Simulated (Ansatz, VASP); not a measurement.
# One calculation of Au, two programs

Contents of INCAR:

```
PREC     = Accurate       # precision mode
ENCUT    = 520            # plane-wave cutoff, eV
EDIFF    = 1E-7           # SCF threshold, eV
ISMEAR   = -1             # smearing method
SIGMA    = 0.05           # smearing width, eV
LREAL    = False          # projectors in reciprocal space
LASPH    = True           # aspherical terms in the spheres
NELM     = 60             # most SCF steps
ALGO     = Normal         # electronic algorithm
ISIF     = 2              # what is computed and relaxed
LWAVE    = False          # write WAVECAR
LCHARG   = False          # write CHGCAR
GGA      = PE             # functional
NBANDS   = 12             # bands
```

File KPOINTS:

```
Automatic mesh
0
Gamma
  11 11 11
```

The input POSCAR:

```
Au
1.0
    0.0000000000      2.0749120936      2.0749120936
    2.0749120936      0.0000000000      2.0749120936
    2.0749120936      2.0749120936      0.0000000000
Au
1
Direct
    0.0000000000      0.0000000000      0.0000000000
```

The input input.yaml:

```yaml
crystal:
  lattice:
    - [0.0, 2.0749120936, 2.0749120936]
    - [2.0749120936, 0.0, 2.0749120936]
    - [2.0749120936, 2.0749120936, 0.0]
  atoms:
    - { symbol: Au, position: [0.0, 0.0, 0.0] }
hamiltonian:
  xc: pbe
  pseudopotentials: { kind: paw }
kpoints:
  mp_grid: { grid: [11, 11, 11] }
scf:
  occupations: { method: fermi_dirac, width: 0.05 }
output:
  forces: true
  stress: true
  eigenvalues: true
```

Change from the starting cell: volume scaled by 1.06.

Alike in both runs: task single point; functional PBE; k mesh 11 × 11 × 11; occupations fermi-dirac, width 0.05 eV; no spin polarisation.

|  | VASP | Ansatz |
| --- | --- | --- |
| version | VASP 6.6.1 | Ansatz 0.2.0 |
| potentials or method | VASP PAW PBE potentials, release 64 (Au) | Ansatz PAW |
| plane-wave cutoff (eV) | 520 | 420 |
| valence electrons in the cell | 11 | 19 |

VASP gave:

* gap on the k mesh at the Fermi level (eV): none
* pressure (GPa): 0.5

Question: Which values does Ansatz return?

Answer: gap on the k mesh at the Fermi level (eV): none; pressure (GPa): 0.7.

A gap of «none» marks a metal or a gap that the smearing closes. The two sets of potentials don't hold the same shells in valence.

Spin-orbit coupling is left out, which matters for the levels of Au.
